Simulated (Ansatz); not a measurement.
HfN (Fm-3m), two-dimensional strain map

Method: DFT PBE, scalar-relativistic, plane waves, PAW (Ansatz). Cutoff 420 eV, Γ-centred 18×18×18 k-points, Gaussian smearing of 0.15 eV. Spin–orbit coupling is left out, which can shift energies with elements as heavy as these. No spin polarisation. Energies are free energies at this smearing, counted from the undisturbed cell; pressure is positive in compression.

Reference structure (as given, not relaxed at this level; it stands at 5.4 GPa):

```yaml
crystal:
  lattice:
    - [0.00000, 2.25900, 2.25900]
    - [2.25900, 0.00000, 2.25900]
    - [2.25900, 2.25900, 0.00000]
  atoms:
    - { symbol: Hf, position: [0.00000, 0.00000, 0.00000] }
    - { symbol: N, position: [0.50000, 0.50000, 0.50000] }
```

The cell is strained by p along both x and y and by q along z, fractional coordinates fixed. Points are written (p, q).

Energy above the undisturbed cell in meV/atom (a dash: not computed):

```csv
p \ q,-0.080,-0.040,0.000,0.040,0.080
-0.080,859.1,629.7,519.4,486.3,492.0
-0.040,413.9,213.9,129.1,119.7,155.2
0.000,229.4,57.3,0.0,14.9,74.3
0.040,216.7,72.8,41.7,82.0,164.1
0.080,309.9,196.5,192.5,257.2,362.4
```

Pressure in GPa:

| p \ q | -0.080 | -0.040 | 0.000 | 0.040 | 0.080 |
| --- | --- | --- | --- | --- | --- |
| -0.080 | 125.7 | 98.7 | 79.4 | 65.7 | 56.2 |
| -0.040 | 73.8 | 50.7 | 34.4 | 23.1 | 15.5 |
| 0.000 | 39.5 | 19.4 | 5.4 | -4.0 | -10.3 |
| 0.040 | 17.2 | -0.7 | -12.8 | -20.9 | -26.1 |
| 0.080 | 3.6 | -12.8 | -23.8 | -30.8 | -35.2 |